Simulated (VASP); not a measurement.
Crystal: Au.

```
CELL_PARAMETERS angstrom
0.00000 2.03500 2.03500
2.03500 0.00000 2.03500
2.03500 2.03500 0.00000
ATOMIC_POSITIONS crystal
Au 0.00000 0.00000 0.00000
```

| Item | Value |
| --- | --- |
| Program | VASP 6.6.1 |
| Task | relaxation of cell and atoms |
| Functional | vdW-DF-cx |
| Potentials or basis | VASP PAW PBE potentials, release 64 (Au) |
| Cutoff | 600 eV |
| k mesh | 11 × 11 × 11 |
| Occupations | fermi-dirac, width 0.05 eV |
| Spin | no spin polarisation |

At the start: pressure 3.2 GPa; volume 16.85 Å³/atom.

**Question.** How do energy, volume and symmetry change on relaxing?

**Answer.** Over 3 steps the energy falls by 3.0 meV/atom and the volume is 17.16 Å³/atom (+1.8 %); space group Fm-3m (No. 225, to 0.05 Å).

Step by step:
```csv
step,energy change (eV),largest force (eV/Å),pressure (GPa),volume (Å³)
1,0.0000,0.0000,3.24,16.85
2,0.0056,0.0000,-4.89,17.70
3,-0.0030,0.0000,-0.03,17.16
```

Final structure:
```cif
data_structure
_symmetry_space_group_name_H-M 'P 1'
_symmetry_Int_Tables_number 1
_cell_length_a 2.8952
_cell_length_b 2.8952
_cell_length_c 2.8952
_cell_angle_alpha 60.000
_cell_angle_beta 60.000
_cell_angle_gamma 60.000
_cell_volume 17.16
loop_
_atom_site_label
_atom_site_type_symbol
_atom_site_fract_x
_atom_site_fract_y
_atom_site_fract_z
_atom_site_occupancy
Au1 Au 0.00000 0.00000 0.00000 1
```

Caveat: the PAW data sets were made with another functional, which shifts forces and pressure a little.
